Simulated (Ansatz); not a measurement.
TaN, DFT, PBEsol, all-electron PAW with datasets made for the crystal, scalar-relativistic (Ansatz 0.2.0), run on 1 thread of Arm Neoverse V2 on a shared host.

The cell is a database entry far from equilibrium at this level of theory, probably a faulty or high-pressure entry; it serves as a test geometry alone. The listed cell was then made from it by scaling, straining or moving an atom.

Command: `ansatz run input.yaml --threads 1 --pin off --max-ram 6144MiB --backend cpu --events-out ev --progress --plain --runs-dir out`

```yaml
crystal:
  lattice:
    - [3.0500010905, 0.0, 0.0]
    - [-1.5250005453, 2.641378426, 0.0]
    - [0.0, 0.0, 4.8412]
  atoms:
    - { symbol: Ta, position: [0.3333333333, 0.6666666667, 0.0] }
    - { symbol: Ta, position: [0.6666666667, 0.3333333333, 0.5] }
    - { symbol: "N", position: [0.3333333333, 0.6666666667, 0.385] }
    - { symbol: "N", position: [0.6666666667, 0.3333333333, 0.885] }
kpoints:
  mp_grid: { grid: [9, 9, 5] }
scf:
  occupations: { method: fermi_dirac, width: 0.01 }
hamiltonian:
  xc: pbesol
  pseudopotentials: { kind: all_electron, datasets: crystal }
output:
  forces: true
  stress: true
  eigenvalues: true
  efg: { contact_densities: true }
```

(1) How large is the problem that the program sets up?

(2) About how long does it take, and how much memory does it use?

(3) And the same cell and mesh by frozen-core PAW, asked for forces, stress, eigenvalues, efg, on the same hardware?

Results:

(1) 36 irreducible k-points, 1141 plane waves at Γ, 43 bands.

(2) 43 s of wall time for 9 SCF iterations, with a peak of 0.85 GiB. Times on shared machines scatter by tens of per cent.

(3) 4 s, peak memory 0.37 GiB.
